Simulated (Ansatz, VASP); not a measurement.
**One calculation of GaSb, two programs**

```
CELL_PARAMETERS angstrom
0.00000 3.06456 3.06456
3.06456 0.00000 3.06456
3.06456 3.06456 0.00000
ATOMIC_POSITIONS crystal
Ga 0.00000 0.00000 0.00000
Sb 0.25000 0.25000 0.25000
```

Alike in both runs: functional PBE; dispersion D3(BJ); k mesh 12 × 12 × 12; occupations gaussian, width 0.1 eV; no spin polarisation.

Ansatz relaxed the structure, and its values are those at the end. VASP's run is a single point on that final structure, the one shown.

|  | VASP | Ansatz |
| --- | --- | --- |
| version | VASP 6.6.1 | Ansatz 0.2.0 |
| potentials or method | VASP PAW PBE potentials, release 64 (Ga_d, Sb) | scalar-relativistic, plane waves, PAW |
| plane-wave cutoff (eV) | 520 | 420 |
| valence electrons in the cell | 18 | 28 |

|  | VASP | Ansatz | Ansatz less VASP |
| --- | --- | --- | --- |
| gap on the k mesh at the Fermi level (eV) | none | none | - |
| pressure (GPa) | 0.1 | 0.0 | -0.09 |

A gap of «none» marks a metal or a gap that the smearing closes. The two sets of potentials don't hold the same shells in valence.

Caveats: pairwise dispersion overbinds metals, which lowers pressure and volume. Spin-orbit coupling is left out, which matters for the levels of Sb.
